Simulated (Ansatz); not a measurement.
Cu, 2 atoms in the cell. Symmetry: P6_3/mmc, No. 194, hexagonal system. Conventional cell: a = 2.534 Å, b = 2.534 Å, c = 4.113 Å, α = 90.00°, β = 90.00°, γ = 120.00°. Around Cu (site symmetry -6m2) lie 12 Cu at 2.52 to 2.53 Å. This isn't the form of Cu at room conditions, which is fcc.

* Program: Ansatz 0.2.0
* Task: band structure
* Functional: PBEsol
* Potentials or basis: Ansatz PAW
* Cutoff: 420 eV (not typed: the program's choice for these potentials)
* k mesh: 12 × 12 × 7
* Occupations: fermi-dirac, width 0.05 eV
* Spin: no spin polarisation
* Path: [["G", "M", "K", "G", "A", "L", "H", "A"], ["L", "M"], ["K", "H"]]
* Points for each segment of the path: 14

Potentials or basis: Ansatz PAW.

The run is started by

```bash
$ ansatz run input.yaml --threads 2 --pin off --max-ram 5632MiB --backend cpu --events-out ev --progress --plain --runs-dir out
```

Hardware: 2 threads of AMD EPYC 7571, on a shared host.

Task: How long does it take, and how much memory?

Result: It took 6.6 s on 2 threads of AMD EPYC 7571 (shared host), peak memory 0.37 GiB. Counts: scf iterations 6, plane waves 451, k points 76, bands 25.
